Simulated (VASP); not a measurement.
# Si (Fd-3m) in VASP: further runs

The runs below take Si through single point, with LDA.

Everything below comes from runs of VASP 6.6.1. Logs are shortened: lines on timing, memory, paths and dates and some standing lists are left out, and cuts for length are marked.

### 1 The undisturbed crystal

It takes space group Fd-3m (No. 227, cubic). The conventional cell has a = 5.444 Å, b = 5.444 Å, c = 5.444 Å, α = 90.00°, β = 90.00°, γ = 90.00°. Si (site symmetry -43m) has 4 Si at 2.36 Å as nearest neighbours.

### 2 Single point, LDA (grid = ENCUT=250 dk=0.45 cell=2x2x2 ISMEAR=0 SIGMA=0.05 LREAL=Auto EDIFF=1e-06)

File INCAR:

```
  PREC = Accurate
  ENCUT = 250
  EDIFF = 1E-6
  ISMEAR = 0
  SIGMA = 0.05
  LREAL = Auto
  LASPH = True
  NELM = 120
  ALGO = Fast
  ISIF = 2
  LWAVE = False
  LCHARG = False
  NBANDS = 38
```

File KPOINTS:

```
Automatic mesh
0
Gamma
  3 3 3
```

File POSCAR:

```
Si
1.0
    0.0000000000      5.4437023730      5.4437023730
    5.4437023730      0.0000000000      5.4437023730
    5.4437023730      5.4437023730      0.0000000000
Si
15
Direct
    0.2500000000      0.2500000000      0.7500000000
    0.2500000000      0.7500000000      0.2500000000
    0.2500000000      0.7500000000      0.7500000000
    0.7500000000      0.2500000000      0.2500000000
    0.7500000000      0.2500000000      0.7500000000
    0.7500000000      0.7500000000      0.2500000000
    0.7500000000      0.7500000000      0.7500000000
    0.3750000000      0.3750000000      0.3750000000
    0.3750000000      0.3750000000      0.8750000000
    0.3750000000      0.8750000000      0.3750000000
    0.3750000000      0.8750000000      0.8750000000
    0.8750000000      0.3750000000      0.3750000000
    0.8750000000      0.3750000000      0.8750000000
    0.8750000000      0.8750000000      0.3750000000
    0.8750000000      0.8750000000      0.8750000000
```

Potentials or basis: VASP PAW LDA potentials, release 64 (Si).

Run with:

```bash
$ cat potpaw_LDA.64/Si/POTCAR > POTCAR
$ mpirun -np 1 vasp_std > vasp.out
```

OUTCAR:

```text
PREC = Accurate
   ENCUT = 250
   EDIFF = 1E-6
   ISMEAR = 0
   LREAL = Auto
   LASPH = True
   NELM = 120
   ISIF = 2

 Found      4 irreducible k-points:

 Following reciprocal coordinates:
            Coordinates               Weight
  0.000000  0.000000  0.000000      1.000000
  0.333333  0.000000  0.000000      8.000000
  0.333333  0.333333  0.000000      6.000000
 -0.333333  0.333333  0.000000     12.000000
   k-points           NKPTS =      4   k-points in BZ     NKDIM =      4   number of bands    NBANDS=     38
   number of dos      NEDOS =    301   number of ions     NIONS =     15
   total plane-waves  NPLWV =  64000
   dimension x,y,z NGX =    40 NGY =   40 NGZ =   40
   dimension x,y,z NGXF=    80 NGYF=   80 NGZF=   80
   ions per type =              15
   NGX,Y,Z   is equivalent  to a cutoff of   8.64,  8.64,  8.64 a.u.
   NGXF,Y,Z  is equivalent  to a cutoff of  17.28, 17.28, 17.28 a.u.
 SYSTEM =  unknown system
   PREC   = accura    normal or accurate (medium, high low for compatibility)
   ISTART =      0    job   : 0-new  1-cont  2-samecut
   ICHARG =      2    charge: 1-file 2-atom 10-const
   ISPIN  =      1    spin polarized calculation?
   LNONCOLLINEAR =      F non collinear calculations
   LSORBIT =      F    spin-orbit coupling
   LASPH  =      T    aspherical Exc in radial PAW
   ENCUT  =  250.0 eV  18.37 Ry    4.29 a.u.   9.93  9.93  9.93*2*pi/ulx,y,z
   NELM   =    120;   NELMIN=  2; NELMDL= -5     # of ELM steps
   EDIFF  = 0.1E-05   stopping-criterion for ELM
   LREAL  =      T    real-space projection
   EDIFFG = 0.1E-04   stopping-criterion for IOM
   NSW    =      0    number of steps for IOM
   IBRION =     -1    ionic relax: 0-MD 1-quasi-New 2-CG
   NFREE  =      0    steps in history (QN), initial steepest desc. (CG)
   ISIF   =      2    stress and relaxation
   ISYM   =      2    0-nonsym 1-usesym 2-fastsym
   POTIM  = 0.5000    time-step for ionic-motion
   TEBEG  =    0.0;   TEEND  =   0.0 temperature during run
   PSTRESS=    0.0 pullay stress
   NELECT =      60.0000    total number of electrons
   NUPDOWN=      -1.0000    fix difference up-down
   EMIN   =  10.00;   EMAX   =-10.00  energy-range for DOS
   EFERMI =   0.00;   METHOD = LEGACY
   ISMEAR =     0;   SIGMA  =   0.05  broadening in eV -4-tet -1-fermi 0-gaus
   EFERMI_NEDOS =   21; number of points for ismear=-14 and -15
   IALGO  =     68    algorithm
   IMIX   =      4    mixing-type and parameters
     AMIX     =   0.40;   BMIX     =  1.00
     AMIX_MAG =   1.60;   BMIX_MAG =  1.00
  volume/ion in A,a.u.               =      21.51       145.15
  Fermi-wavevector in a.u.,A,eV,Ry     =   0.934446  1.765847 11.880462  0.873189
  Thomas-Fermi vector in A             =   2.061252
   LORBIT       =      0    0 simple, 1 ext, 2 COOP (PROOUT), +10 PAW based schemes
   GGA     = CA    functional components
   LHFCALC =     F    Hartree Fock is set to
   AEXX    =    0.0000 exact exchange contribution
   IVDW    =     0    specifies the selected vdW correction
   LEPSILON=     F    determine dielectric tensor
   LRPA    =     F    only Hartree local field effects (RPA)
 non-spin polarized calculation
 RMM-DIIS sequential band-by-band and
 Gauss-broadening in eV      SIGMA  =   0.05
  energy-cutoff  :      250.00
  volume of cell :      322.64
 maximum number of plane-waves:      2904
   NGX = 19   NGY = 19   NGZ = 19

 number of electron      60.0000023 magnetization

 Free energy of the ion-electron system (eV)
  ---------------------------------------------------
  ext. energy  EPLUGINS =         0.00000000
  ---------------------------------------------------
  free energy    TOTEN  =       -85.87651022 eV

  energy without entropy =      -85.87169206  energy(sigma->0) =      -85.87410114

 E-fermi :   5.2265     XC(G=0):  -9.3375

 val. band max:        4.9159024095   @ k =   0.3333   0.3333   0.0000
 cond. band min:       5.2753737138   @ k =  -0.3333   0.3333   0.0000
 fundamental gap:      0.3594713043
 Fermi energy:         5.2264774876

 k-point     1 :       0.0000    0.0000    0.0000
  band No.  band energies     occupation
      1      -6.6508      2.00000
      2      -4.4867      2.00000
      3      -4.4867      2.00000
      4      -4.4867      2.00000
      5      -3.9112      2.00000
      6      -2.7305      2.00000
[... 30 lines left out ...]
     37       6.6718      0.00000
     38       6.6791      0.00000

 k-point     2 :       0.3333    0.0000    0.0000
  band No.  band energies     occupation
      1      -6.3147      2.00000
      2      -5.3050      2.00000
      3      -4.3219      2.00000
      4      -4.3219      2.00000
      5      -4.0770      2.00000
      6      -3.7174      2.00000
[... 30 lines left out ...]
     37       7.2445      0.00000
     38       7.2993      0.00000

 k-point     3 :       0.3333    0.3333    0.0000
  band No.  band energies     occupation
      1      -6.1965      2.00000
      2      -4.8975      2.00000
      3      -4.7212      2.00000
      4      -4.6858      2.00000
      5      -4.6858      2.00000
      6      -3.8203      2.00000
[... 30 lines left out ...]
     37       7.4788      0.00000
     38       7.9204      0.00000

 k-point     4 :      -0.3333    0.3333    0.0000
  band No.  band energies     occupation
      1      -5.7979      2.00000
      2      -5.5025      2.00000
      3      -5.2259      2.00000
      4      -4.4998      2.00000
      5      -4.2071      2.00000
      6      -3.5359      2.00000
[... 30 lines left out ...]
     37       8.0878      0.00000
     38       8.5397      0.00000

------------------------ aborting loop because EDIFF is reached ----------------------------------------

  FORCE on cell =-STRESS in cart. coord.  units (eV):
  Direction    XX          YY          ZZ          XY          YZ          ZX
  --------------------------------------------------------------------------------------
  -------------------------------------------------------------------------------------
  Total       -7.2011449     -7.2011449     -7.2011449      0.0000000     -0.0000000      0.0000000
  in kB      -35.7601244    -35.7601244    -35.7601244      0.0000000     -0.0000000      0.0000000
  external PRESSURE =     -35.7601244 kB  Pullay stress =       0.0000000 kB

 VOLUME and BASIS-vectors are now :
 -----------------------------------------------------------------------------
  energy-cutoff  :      250.00
  volume of cell :      322.64
      direct lattice vectors                 reciprocal lattice vectors
     0.000000000  5.443702373  5.443702373    -0.091849254  0.091849254  0.091849254
     5.443702373  0.000000000  5.443702373     0.091849254 -0.091849254  0.091849254
     5.443702373  5.443702373  0.000000000     0.091849254  0.091849254 -0.091849254

 POSITION                                       TOTAL-FORCE (eV/Angst)
 -----------------------------------------------------------------------------------
      5.44370      5.44370      2.72185         0.000000      0.000000     -0.056281
      5.44370      2.72185      5.44370         0.000000     -0.056281      0.000000
      8.16555      5.44370      5.44370         0.056281      0.000000      0.000000
      2.72185      5.44370      5.44370        -0.056281      0.000000      0.000000
      5.44370      8.16555      5.44370         0.000000      0.056281      0.000000
      5.44370      5.44370      8.16555         0.000000      0.000000      0.056281
      8.16555      8.16555      8.16555         0.000000      0.000000      0.000000
      4.08278      4.08278      4.08278        -0.049589     -0.049589     -0.049589
      6.80463      6.80463      4.08278         0.049589      0.049589     -0.049589
      6.80463      4.08278      6.80463         0.049589     -0.049589      0.049589
      9.52648      6.80463      6.80463        -0.005155      0.005155      0.005155
      4.08278      6.80463      6.80463        -0.049589      0.049589      0.049589
      6.80463      9.52648      6.80463         0.005155     -0.005155      0.005155
      6.80463      6.80463      9.52648         0.005155      0.005155     -0.005155
      9.52648      9.52648      9.52648        -0.005155     -0.005155     -0.005155
 -----------------------------------------------------------------------------------
    total drift:                               -0.000000     -0.000000     -0.000000

  FREE ENERGIE OF THE ION-ELECTRON SYSTEM (eV)
  ---------------------------------------------------
  free  energy   TOTEN  =       -85.8765102179 eV

  energy  without entropy=      -85.8716920610  energy(sigma->0) =      -85.87410114
```

Run time: 54 s. Hardware: 1 thread of Intel Xeon Platinum 8259CL at 2.50GHz (Skylake/Cascade Lake), shared host; peak memory 0.18 GiB.

These settings aren't checked as converged: the numbers below hold their error.

What came out:

```
Free energy            : -85.8765 eV
Largest force          : 0.086 eV/Å
Band gap on the k mesh : none (metal or under the smearing width)
```

Caveat: the cutoff is under 1.25 times the usual one of these potentials, so pressure, stress and relaxed cells hold a basis-set (Pulay) error.

(Part 1 of 2 ends here.)
